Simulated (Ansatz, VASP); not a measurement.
Two plane-wave programs on ZnSe (Stilleite)

The input INCAR:

```
  PREC = Accurate
  ENCUT = 600
  EDIFF = 1E-6
  ISMEAR = -1
  SIGMA = 0.05
  LREAL = F
  LASPH = T
  NELM = 60
  ALGO = Fast
  ISIF = 3
  LWAVE = F
  LCHARG = F
  IBRION = 2
  NSW = 40
  EDIFFG = -0.005
```

KPOINTS

```
Automatic mesh
0
Gamma
  8 8 8
```

POSCAR

```
ZnSe
1.0
    0.0000000000      2.8338000000      2.8338000000
    2.8338000000      0.0000000000      2.8338000000
    2.8338000000      2.8338000000      0.0000000000
Se Zn
1 1
Direct
    0.7500000000      0.7500000000      0.7500000000
    0.0000000000      0.0000000000      0.0000000000
```

The input input.yaml:

```yaml
crystal:
  lattice:
    - [0.0, 2.8338, 2.8338]
    - [2.8338, 0.0, 2.8338]
    - [2.8338, 2.8338, 0.0]
  atoms:
    - { symbol: Se, position: [0.75, 0.75, 0.75] }
    - { symbol: Zn, position: [0.0, 0.0, 0.0] }
hamiltonian:
  xc: lda
  pseudopotentials: { kind: paw }
kpoints:
  mp_grid: { grid: [8, 8, 8] }
scf:
  occupations: { method: fermi_dirac, width: 0.05 }
output:
  forces: true
  stress: true
  eigenvalues: true
  write_density: true
  write_potential: true
  elf: true
  volumetric_format: npy
relax:
  f_tol: 0.01
  max_steps: 40
  cell: { stress_tol: 0.05 }
```

Alike in both runs: task relaxation of cell and atoms; functional LDA; k mesh 8 × 8 × 8; occupations fermi-dirac, width 0.05 eV; no spin polarisation.

|  | VASP | Ansatz |
| --- | --- | --- |
| version | VASP 6.6.1 | Ansatz 0.2.0 |
| potentials or method | VASP PAW LDA potentials, release 64 (Se, Zn) | Ansatz PAW |
| plane-wave cutoff (eV) | 600 | 420 |
| valence electrons in the cell | 18 | 28 |

```tsv
	VASP	Ansatz	Ansatz less VASP
gap on the k mesh at the Fermi level, each at its own relaxed structure (eV)	1.28	1.25	-0.026
relaxed volume (Å³/atom)	21.64	21.57	-0.072
relaxed cell length with the largest relative difference (Å)	3.941	3.937	-0.0044
energy change over the relaxation (meV/atom)	-11	-13	-2.2
```

The two sets of potentials don't hold the same shells in valence.

Caveats: the plane-wave basis is chosen anew once the cell has moved, so the energies of steps on either side of that aren't comparable (Ansatz); the PAW data sets come from PBE, with cores solved anew for the run's functional, which leaves a small shift of forces and pressure (Ansatz). A hybrid or GW would open this gap; LDA tends to underestimate it. Zero-point motion and thermal expansion aren't in these numbers. LDA usually gives volumes a few per cent too small.
